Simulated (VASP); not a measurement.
Set up this calculation in VASP 6.6.1, as the native input.

- Task: relaxation of cell and atoms
- Functional: PBE
- Potentials or basis: VASP PAW PBE potentials, release 64 (Zn, S)
- Cutoff: 520 eV
- k mesh: 10 × 10 × 10
- Occupations: gaussian, width 0.02 eV
- Spin: no spin polarisation
- Further INCAR settings: ALGO = Fast; EDIFF = 1e-07; IBRION = 2; EDIFFG = -0.002; NSW = 80; ISIF = 3

The structure of ZnS lies in POSCAR:

```
ZnS
1.0
    0.0000000000      2.7020000000      2.7020000000
    2.7020000000      0.0000000000      2.7020000000
    2.7020000000      2.7020000000      0.0000000000
Zn S
1 1
Direct
    0.2500000000      0.2500000000      0.2500000000
    0.0000000000      0.0000000000      0.0000000000
```

These files were run (other wordings do the same):

INCAR

```
  ALGO = Fast
  EDIFF = 1E-7
  EDIFFG = -0.002
  ENCUT = 520
  GGA = PE
  IBRION = 2
  ISIF = 3
  ISMEAR = 0
  KPAR = 4
  LASPH = True
  LCHARG = False
  LREAL = False
  LWAVE = False
  NELM = 100
  NSW = 80
  PREC = Accurate
  SIGMA = 0.02
```

KPOINTS

```
k-points
0
Gamma
  10 10 10
```

Potentials or basis: VASP PAW PBE potentials, release 64 (Zn, S).

Command:

```sh
$ cat potpaw_PBE.64/Zn/POTCAR potpaw_PBE.64/S/POTCAR > POTCAR
$ mpirun -np 4 vasp_std > vasp.out
```

Results of the run:

```json
{"Relaxed volume": "20.20 Å³/atom", "Relaxed cell": "a = 3.852 Å, b = 3.852 Å, c = 3.852 Å, α = 60.00°, β = 60.00°, γ = 60.00°", "Space group after relaxing (to 0.05 Å)": "F-43m (No. 216)", "Energy gained by relaxing": "2.5 meV/atom", "Ionic steps": "6", "Pressure after relaxing": "0.0 GPa", "Band gap on the k mesh": "2.01 eV, direct"}
```

It took 20 s on 4 MPI ranks on Intel(R) Xeon(R) Platinum 8559C (Emerald Rapids) (shared host), peak memory 0.16 GiB a rank.
